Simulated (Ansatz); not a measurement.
# WS2: a single-point run

Wanted: a converged single-point run for WS2, and a check of what comes out. The structure is shown as the input types it.

Method: density functional or hybrid calculation with the settings of its input, plane waves (as first typed), in Ansatz 0.2.0.

5 further runs of the same task are left out: 5 that didn't finish.

### 1 The starting structure

Symmetry: R3m, No. 160, trigonal system. Conventional cell: a = 3.172 Å, b = 3.172 Å, c = 18.712 Å, α = 90.00°, β = 90.00°, γ = 120.00°. W (site symmetry 3m) has 6 S at 2.41 Å as nearest neighbours. S (site symmetry 3m) has 3 W at 2.41 Å as nearest neighbours.

The input asks for a charge of -2 e on the cell.

Coordinates:

```
W S
1.0
     1.58589    0.91561    6.23747
    -1.58589    0.91561    6.23747
     0.00000   -1.83122    6.23747
W S
1 2
Direct
  0.99999 0.99999 0.99999
  0.41680 0.41680 0.41680
  0.24988 0.24988 0.24988
```

### 2 Running it

input.yaml

```yaml
crystal:
  lattice:
    - [1.5858867014, 0.915612114, 6.2374687378]
    - [-1.5858867014, 0.915612114, 6.2374687378]
    - [0.0, -1.8312242279, 6.2374687378]
  atoms:
    - { symbol: W, position: [-1.15694e-05, -1.15694e-05, -1.15694e-05] }
    - { symbol: S, position: [0.4167981809, 0.4167981809, 0.4167981809] }
    - { symbol: S, position: [0.2498800553, 0.2498800553, 0.2498800553] }
kpoints:
  mp_grid: { grid: [6, 6, 6] }
hamiltonian:
  xc: pbe
scf:
  occupations: { method: fixed }
  n_extra_bands: 4
  max_iter: 66
output:
  forces: true
  stress: true
  eigenvalues: true
total_charge: -2
```

Started as:

```bash
> ansatz run input.yaml --threads 4 --pin off --max-ram 3686MiB --backend cpu --events-out ev --progress --plain --runs-dir out
```

What happens when this is run?

This run ends as converged, with warnings (band overlap at count, metallic iterate, unresolved pair at count). Its log warns: «a fill by count may have filled part of one level: at k-index 31 the highest filled band, 13.939155 eV, and the lowest empty band, 13.939155 eV ...»

In the input, total_charge is -2. The typed charge changes the electron count, so this is no longer the system that was meant.

To check: delete total_charge (the default then holds).
